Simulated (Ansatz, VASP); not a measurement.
## ZrN: VASP beside Ansatz

```xyz
2
Lattice="0.0000 2.3000 2.3000 2.3000 0.0000 2.3000 2.3000 2.3000 0.0000" Properties=species:S:1:pos:R:3 pbc="T T T"
Zr    2.3046    2.2929    2.3075
N     0.0043    0.0157   -0.0095
```

Change from the starting cell: atoms moved at random, drawn with an rms of 0.05 Å.

Alike in both runs: task single point; functional PBE; k mesh 10 × 10 × 10; occupations fermi-dirac, width 0.05 eV; no spin polarisation.

|  | VASP | Ansatz |
| --- | --- | --- |
| version | VASP 6.6.1 | Ansatz 0.2.0 |
| potentials or method | VASP PAW PBE potentials, release 64 (Zr_sv, N) | Ansatz PAW |
| plane-wave cutoff (eV) | 520 | 420 |
| valence electrons in the cell | 17 | 17 |

|  | VASP | Ansatz | Ansatz less VASP |
| --- | --- | --- | --- |
| gap on the k mesh at the Fermi level (eV) | none | none | - |
| pressure (GPa) | -0.5 | -0.7 | -0.25 |
| largest component of the traceless stress (GPa) | 0.06 | 0.06 | 0.000 |
| rms of the force components (eV/Å) | 0.160 | 0.160 | -0.0006 |

Atom by atom the forces differ by 0.001 eV/Å (rms over components). A gap of «none» marks a metal or a gap that the smearing closes. The functional is the same, so the differences come from potentials, cutoffs and numerics.

Caveats: the pressure holds a Pulay correction of +0.4 GPa for the finite cutoff (Ansatz).
